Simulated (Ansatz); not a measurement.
All numbers below come from Ansatz, DFT PBE, scalar-relativistic, plane waves, PAW.

Structure of Zn:

```xyz
3
Lattice="2.2791 -1.3153 0.0144 2.2791 1.3153 0.0144 -1.5531 0.0000 7.6904" Properties=species:S:1:pos:R:3 pbc="T T T"
Zn    0.0000    0.0000    0.0000
Zn   -0.0235    0.0000    5.1219
Zn    3.0286    0.0000    2.5973
```

Cutoff 420 eV; k points 18×18×6 on the computed 3-atom cell (Γ-centred); Gaussian smearing, width 0.10 eV; no spin polarisation.

Levels along Γ–C | C2–Y2–Γ–M2–D | D2–A–Γ | L2–Γ–V2, in eV from the Fermi level, sorted by energy at each point. Points in fractions of the primitive reciprocal vectors: Γ (0.000 0.000 0.000), C (-0.336 0.336 0.000), C2 (-0.664 -0.336 0.000), Y2 (-0.500 -0.500 0.000), M2 (-0.500 -0.500 0.500), D (-0.673 -0.327 0.500), D2 (-0.327 0.327 0.500), A (0.000 0.000 0.500), L2 (-0.500 0.000 0.500), V2 (-0.500 0.000 0.000).
```csv
point,"k (1/Å, with 2π)",band 14,band 15,band 16,band 17,band 18,band 19,band 20
Γ,0.000,-7.01,-7.01,-7.01,-6.76,-6.72,0.97,1.03
-,0.230,-7.14,-7.02,-7.01,-6.47,-6.43,1.17,1.24
-,0.459,-7.16,-7.04,-7.03,-5.94,-5.90,1.79,1.85
-,0.689,-7.05,-7.04,-6.96,-5.09,-5.04,2.80,2.84
-,0.918,-6.92,-6.92,-6.04,-3.74,-3.69,4.17,4.18
-,1.148,-6.88,-6.88,-4.30,-1.90,-1.85,4.22,4.38
-,1.378,-6.96,-6.95,-2.02,0.34,0.37,2.31,2.37
C,1.607,-7.05,-7.02,0.60,0.66,0.68,1.18,1.75
C2,1.607,-7.05,-7.02,0.60,0.66,0.68,1.18,1.75
-,1.719,-7.05,-7.02,-0.07,0.06,0.47,1.29,2.10
-,1.831,-7.04,-6.99,-0.68,-0.47,-0.17,0.88,3.17
-,1.942,-6.99,-6.95,-1.20,-0.96,-0.70,0.56,2.70
-,2.054,-6.91,-6.90,-1.64,-1.39,-1.09,0.32,2.34
-,2.165,-6.83,-6.82,-1.97,-1.73,-1.37,0.15,2.08
-,2.277,-6.77,-6.76,-2.17,-1.96,-1.54,0.05,1.93
Y2,2.389,-6.75,-6.74,-2.24,-2.03,-1.60,0.02,1.88
-,2.589,-6.79,-6.78,-4.02,-3.01,-0.61,1.24,1.43
-,2.790,-6.91,-6.90,-5.74,-4.41,-2.03,2.39,3.46
-,2.990,-7.05,-7.00,-6.99,-5.47,-3.54,1.53,5.26
-,3.191,-7.18,-7.09,-7.00,-6.10,-4.75,0.94,3.84
-,3.392,-7.17,-7.06,-7.00,-6.44,-5.65,0.65,2.60
-,3.592,-7.14,-7.03,-7.00,-6.67,-6.32,0.67,1.65
Γ,3.793,-7.01,-7.01,-7.01,-6.76,-6.72,0.97,1.03
-,3.991,-7.14,-7.02,-7.01,-6.60,-6.41,0.90,1.41
-,4.189,-7.18,-7.03,-7.01,-6.30,-5.87,1.11,2.11
-,4.387,-7.21,-7.05,-7.03,-5.84,-5.11,1.61,3.10
-,4.585,-7.04,-7.03,-7.02,-5.09,-4.05,2.40,4.32
-,4.783,-6.90,-6.89,-5.84,-3.95,-2.66,2.97,3.46
-,4.981,-6.79,-6.78,-4.16,-2.51,-1.16,0.75,2.07
M2,5.178,-6.74,-6.74,-2.51,-1.88,-1.37,0.69,1.16
-,5.297,-6.78,-6.77,-2.43,-1.81,-1.29,0.73,1.22
-,5.415,-6.84,-6.83,-2.19,-1.64,-1.04,0.85,1.38
-,5.533,-6.93,-6.92,-1.81,-1.35,-0.65,1.05,1.65
-,5.651,-6.97,-6.97,-1.31,-0.97,-0.14,1.34,2.03
-,5.769,-7.00,-6.99,-0.71,-0.50,0.49,1.72,2.49
-,5.888,-7.03,-7.01,-0.02,0.06,1.17,2.00,2.23
D,6.006,-7.05,-7.03,0.63,0.66,0.76,0.76,2.13
D2,6.006,-7.05,-7.03,0.63,0.66,0.76,0.76,2.13
-,6.229,-7.05,-6.93,-1.87,-1.83,1.90,2.46,2.88
-,6.452,-7.04,-6.86,-4.04,-4.00,0.31,1.99,4.36
-,6.675,-7.05,-6.94,-5.76,-5.73,-1.28,0.19,6.71
-,6.898,-7.10,-7.05,-6.82,-6.79,-2.40,-1.33,8.24
-,7.121,-7.12,-7.10,-7.08,-6.98,-3.06,-2.54,7.41
-,7.344,-7.09,-7.09,-7.07,-6.97,-3.40,-3.38,6.85
A,7.567,-7.09,-7.08,-6.97,-6.97,-3.69,-3.50,6.66
-,7.625,-7.08,-7.08,-6.97,-6.97,-4.15,-3.01,5.84
-,7.684,-7.07,-7.07,-6.98,-6.98,-4.67,-2.41,4.98
-,7.742,-7.06,-7.05,-6.98,-6.98,-5.15,-1.78,4.15
-,7.800,-7.04,-7.04,-6.99,-6.99,-5.61,-1.12,3.33
-,7.858,-7.03,-7.03,-6.99,-6.99,-6.03,-0.44,2.53
-,7.917,-7.02,-7.02,-7.00,-7.00,-6.41,0.27,1.75
Γ,7.975,-7.01,-7.01,-7.01,-6.76,-6.72,0.97,1.03
L2,7.975,-6.75,-6.74,-2.23,-2.03,-1.59,0.01,1.90
-,8.176,-6.79,-6.78,-4.01,-3.02,-0.59,1.26,1.42
-,8.377,-6.91,-6.90,-5.73,-4.42,-2.01,2.36,3.48
-,8.577,-7.05,-7.00,-6.99,-5.48,-3.52,1.51,5.29
-,8.778,-7.18,-7.09,-7.00,-6.11,-4.73,0.92,3.87
-,8.979,-7.17,-7.06,-7.00,-6.45,-5.65,0.63,2.62
-,9.180,-7.14,-7.03,-7.00,-6.67,-6.31,0.66,1.66
Γ,9.381,-7.01,-7.01,-7.01,-6.76,-6.72,0.97,1.03
-,9.579,-7.14,-7.02,-7.01,-6.60,-6.41,0.91,1.40
-,9.777,-7.18,-7.03,-7.01,-6.29,-5.88,1.12,2.10
-,9.975,-7.21,-7.04,-7.03,-5.83,-5.12,1.64,3.08
-,10.172,-7.04,-7.03,-7.02,-5.08,-4.07,2.43,4.29
-,10.370,-6.90,-6.89,-5.84,-3.93,-2.68,2.97,3.49
-,10.568,-6.79,-6.78,-4.16,-2.49,-1.18,0.74,2.10
V2,10.766,-6.74,-6.74,-2.51,-1.87,-1.35,0.71,1.14
```

This form isn't the element's structure at ambient conditions.